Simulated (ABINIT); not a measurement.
# BaTiO3 (P1) in ABINIT: convergence with smearing width

Aim: find how far smearing width must go before the results for BaTiO3 settle, at PBEsol. This setting moves, with any that are tied to it; all else stays.

Everything below comes from runs of ABINIT 10.8.3 (patched build). Logs are shortened: lines on timing, memory, paths and dates and some standing lists are left out, and cuts for length are marked. The log counts tension as positive stress, the text compression.

## Step 1: The structure

The typed cell holds 10 atoms: a = 4.000 Å, b = 4.000 Å, c = 8.036 Å, α = 90.00°, β = 90.00°, γ = 90.00°.

## Step 2: With smearing width 0.272 eV

File run.abi:

```
pp_dirpath "./"
pseudos "Ba.GGA_PBE-JTH.xml, Ti.GGA_PBE-JTH.xml, O.GGA_PBE-JTH.xml"

acell 3*1.0
rprim
     7.5585265533     0.0000000000     0.0000000000
     0.0000000000     7.5585265533     0.0000000000
     0.0000000000     0.0000000000    15.1858391375
ntypat 3
znucl 56 22 8
natom 10
typat 1 1 2 2 3 3 3 3 3 3
xcart
     3.9971356132     0.0059583821     0.0165379273
     0.0026643868     3.9938416179     4.0014620727
     1.9573160093     1.9913466677     1.9280163260
     2.0424839907     2.0084533323     5.9633356740
     2.0110596420     2.0082835408     0.0865689350
     1.9887403580     1.9915164592     4.0600070650
     2.0225971451     0.0067105445     2.0740788228
     1.9772028549     3.9930894555     6.0824611772
     0.0310585670     1.9987480576     2.1105779330
     3.9687414330     2.0010519424     6.0459620670 Angstrom
chkprim 0
chksymtnons 0
tolsym 1.0e-6

ecut 625.861884 eV
pawecutdg 45.0
pawxcdev 0
pawovlp 30

kptopt 1
ngkpt 4 4 2
nshiftk 1
shiftk 0.0 0.0 0.0

ixc -116133

nband 48
occopt 3
tsmear 0.00999582

nstep 100
tolvrs 1.0e-9

iomode 3
prtwf 0
prtden 0
prteig 0
prtebands 0
enunit 1
prtvol 2
```

Potentials or basis: JTH PAW PBE v2.0.

On the command line:

```sh
mpirun --bind-to none -np 4 abinit run.abi > log 2>&1
```

It took 99 s on 4 MPI ranks of Arm Neoverse V2, shared host; peak memory 0.68 GiB.

The run converged. Its results:

```
Free energy            : -7241.9409 eV
Pressure               : -1.7 GPa
Largest force          : 0.939 eV/Å
Band gap on the k mesh : 1.88 eV
```

## Step 3: With smearing width 0.2 eV

run.abi: that of step 2 with these lines changed.

```diff
@@ -41,3 +41,3 @@
 occopt 3
-tsmear 0.00999582
+tsmear 0.00734986
```

Potentials or basis: JTH PAW PBE v2.0.

On the command line:

```sh
mpirun --bind-to none -np 4 abinit run.abi > log 2>&1
```

It took 100 s on 4 MPI ranks of Arm Neoverse V2, shared host; peak memory 0.68 GiB.

It converged, with:

```
Free energy            : -7241.9290 eV
Pressure               : -1.8 GPa
Largest force          : 0.932 eV/Å
Band gap on the k mesh : 1.87 eV
```

## Step 4: With smearing width 0.136 eV

run.abi: that of step 3 with these lines changed.

```diff
@@ -41,3 +41,3 @@
 occopt 3
-tsmear 0.00734986
+tsmear 0.00499791
```

On the command line:

```sh
mpirun --bind-to none -np 4 abinit run.abi > log 2>&1
```

Wall time 100 s (4 MPI ranks of Arm Neoverse V2, shared host); peak memory 0.68 GiB.

Results (log left out):

```
Free energy            : -7241.9272 eV
Pressure               : -1.8 GPa
Largest force          : 0.938 eV/Å
Band gap on the k mesh : 1.86 eV
```

## Step 5: With smearing width 0.1 eV

run.abi: that of step 4 with these lines changed.

```diff
@@ -41,3 +41,3 @@
 occopt 3
-tsmear 0.00499791
+tsmear 0.00367493
```

On the command line:

```sh
mpirun --bind-to none -np 4 abinit run.abi > log 2>&1
```

Wall time 99 s (4 MPI ranks of Arm Neoverse V2, shared host); peak memory 0.68 GiB.

The run converged. Its results:

* Free energy: -7241.9271 eV
* Pressure: -1.8 GPa
* Largest force: 0.938 eV/Å
* Band gap on the k mesh: 1.86 eV

## Step 6: With smearing width 0.05 eV

run.abi: that of step 5 with these lines changed.

```diff
@@ -41,3 +41,3 @@
 occopt 3
-tsmear 0.00367493
+tsmear 0.00183747
```

Potentials or basis: JTH PAW PBE v2.0.

On the command line:

```sh
mpirun --bind-to none -np 4 abinit run.abi > log 2>&1
```

It took 100 s on 4 MPI ranks of Arm Neoverse V2, shared host; peak memory 0.68 GiB.

It converged, with:

```
Free energy            : -7241.9271 eV
Pressure               : -1.8 GPa
Largest force          : 0.938 eV/Å
Band gap on the k mesh : 1.86 eV
```

## Step 7: With smearing width 0.025 eV

run.abi: that of step 6 with these lines changed.

```diff
@@ -41,3 +41,3 @@
 occopt 3
-tsmear 0.00183747
+tsmear 0.00091873
```

On the command line:

```sh
mpirun --bind-to none -np 4 abinit run.abi > log 2>&1
```

Run time: 99 s. Hardware: 4 MPI ranks of Arm Neoverse V2, shared host; peak memory 0.68 GiB.

The run converged. Its results:

| Property | Result |
| --- | --- |
| Free energy | -7241.9271 eV |
| Pressure | -1.8 GPa |
| Largest force | 0.938 eV/Å |
| Band gap on the k mesh | 1.86 eV |

## Step 8: With smearing width 0.01 eV

run.abi: that of step 7 with these lines changed.

```diff
@@ -41,3 +41,3 @@
 occopt 3
-tsmear 0.00091873
+tsmear 0.00036749
```

Potentials or basis: JTH PAW PBE v2.0.

On the command line:

```sh
mpirun --bind-to none -np 4 abinit run.abi > log 2>&1
```

run.abo:

```text
.Version 10.8.3 of ABINIT
 Symmetries : space group P1 (#  1); Bravais aP (primitive triclinic)
================================================================================
 Values of the parameters that define the memory need of the present run
     intxc =       0    ionmov =       0      iscf =      17    lmnmax =      18
     lnmax =       6     mgfft =      72  mpssoang =       3    mqgrid =    4586
     natom =      10  nloc_mem =       2    nspden =       1   nspinor =       1
    nsppol =       1      nsym =       1    n1xccc =       1    ntypat =       3
    occopt =       3   xclevel =       2
       mpw =        4586          nfft =       93312          nkpt =          20
Pmy_natom=         3
 PAW method is used; the additional fine FFT grid is defined by:
   mgfftf=        96    nfftf =    221184
================================================================================
================================================================================

--------------------------------------------------------------------------------
------------- Echo of variables that govern the present computation ------------
--------------------------------------------------------------------------------
 -outvars: echo values of preprocessed input variables --------
            acell      1.0000000000E+00  1.0000000000E+00  1.0000000000E+00 Bohr
              amu      1.37327000E+02  4.78800000E+01  1.59994000E+01
          chkprim           0
      chksymtnons           0
             ecut      2.30000000E+01 Hartree
           enunit           1
              ixc     -116133
         kptrlatt        4    0    0      0    4    0      0    0    2
          kptrlen      3.02341062E+01
            natom          10
            nband          48
            ngfft          36      36      72
          ngfftdg          48      48      96
[... 611 lines left out ...]
- sigma(3 3)=  7.53109028E-01  sigma(2 1)= -1.47677092E-02

== END DATASET(S) ==============================================================
================================================================================

 -outvars: echo values of variables after computation  --------
            acell      1.0000000000E+00  1.0000000000E+00  1.0000000000E+00 Bohr
           etotal     -2.6613591139E+02
            fcart     -4.2098252940E-04 -6.1102295124E-04 -3.9226787198E-03
                       3.1544736411E-04  6.4107871099E-04  6.0794060437E-04
                      -1.7168625490E-03 -4.7746319100E-04  1.7761752124E-02
                       1.9675619578E-03  5.0444331569E-04 -1.5779287738E-02
                      -1.2161359907E-03 -8.4262151784E-04 -5.5891693435E-03
                       1.7974121117E-03  1.0304359130E-03  1.8127811819E-02
                      -2.2905486108E-04  2.4522382546E-06 -6.8378457349E-03
                       1.1074577953E-04 -1.4592245382E-04  1.2280865944E-03
                       1.9053594228E-03  5.2945619488E-04 -1.1154686728E-02
                      -2.5134907058E-03 -6.3083625888E-04  5.5580771229E-03
            rprim      7.5585265533E+00  0.0000000000E+00  0.0000000000E+00
                       0.0000000000E+00  7.5585265533E+00  0.0000000000E+00
                       0.0000000000E+00  0.0000000000E+00  1.5185839138E+01
           strten      6.6793401373E-05  8.9461920644E-05  2.5597655562E-05
                       8.1977214412E-08 -2.3549775505E-06 -5.0194423488E-07
           xangst      3.9971356132E+00  5.9583821000E-03  1.6537927300E-02
                       2.6643868000E-03  3.9938416179E+00  4.0014620727E+00
                       1.9573160093E+00  1.9913466677E+00  1.9280163260E+00
                       2.0424839907E+00  2.0084533323E+00  5.9633356740E+00
                       2.0110596420E+00  2.0082835408E+00  8.6568935000E-02
                       1.9887403580E+00  1.9915164592E+00  4.0600070650E+00
                       2.0225971451E+00  6.7105445000E-03  2.0740788228E+00
                       1.9772028549E+00  3.9930894555E+00  6.0824611772E+00
                       3.1058567000E-02  1.9987480576E+00  2.1105779330E+00
                       3.9687414330E+00  2.0010519424E+00  6.0459620670E+00
             xred      9.9933387067E-01  1.4896700095E-03  2.0579800039E-03
                       6.6613000695E-04  9.9851033067E-01  4.9794202034E-01
                       4.8935347033E-01  4.9786156034E-01  2.3992239016E-01
                       5.1064653035E-01  5.0213844034E-01  7.4207761051E-01
                       5.0279005034E-01  5.0209599034E-01  1.0772640002E-02
                       4.9720995033E-01  4.9790401034E-01  5.0522736035E-01
                       5.0567457035E-01  1.6777200121E-03  2.5809841018E-01
                       4.9432543033E-01  9.9832228066E-01  7.5690159051E-01
                       7.7650300067E-03  4.9971200034E-01  2.6264036018E-01
                       9.9223497067E-01  5.0028800034E-01  7.5235964051E-01
 Calculation completed.
```

Wall time 95 s (4 MPI ranks of Arm Neoverse V2, shared host); peak memory 0.68 GiB.

Results:

```
Free energy            : -7241.9271 eV
Pressure               : -1.8 GPa
Largest force          : 0.938 eV/Å
Band gap on the k mesh : 1.86 eV
```

## Step 9: The series at a glance

| smearing width | energy less the tightest run, at zero smearing (meV/atom) | pressure (GPa) | largest force (eV/Å) | gap on the mesh (eV) | SCF cycles | CPU time (s) |
| --- | --- | --- | --- | --- | --- | --- |
| 0.272 eV | 2.63 | -1.69 | 0.939 | 1.884 | 20 | 400 |
| 0.2 eV | 0.48 | -1.77 | 0.932 | 1.868 | 20 | 400 |
| 0.136 eV | 0.03 | -1.78 | 0.938 | 1.865 | 20 | 400 |
| 0.1 eV | 0.00 | -1.78 | 0.938 | 1.864 | 20 | 400 |
| 0.05 eV | 0.00 | -1.78 | 0.938 | 1.864 | 20 | 400 |
| 0.025 eV | 0.00 | -1.78 | 0.938 | 1.864 | 20 | 400 |
| 0.01 eV | 0.00 | -1.78 | 0.938 | 1.864 | 19 | 380 |

Against the tightest run, the energy stays within 1 meV/atom from 0.2 eV on; the pressure stays within 0.1 GPa from 0.272 eV on; the largest force stays within 0.005 eV/Å from 0.136 eV on; the gap on the mesh stays within 0.01 eV from 0.2 eV on. The tightest run that finished is the yardstick and may itself not be fully converged.

Caveats: this set's barium file shifts pressures by 1.5 GPa and gaps by 0.1 eV against other sets; the PAW data sets were made with another functional, which shifts forces and pressure a little; spin-orbit coupling is left out, which moves the levels of the heavy elements; the atomic spheres overlap.
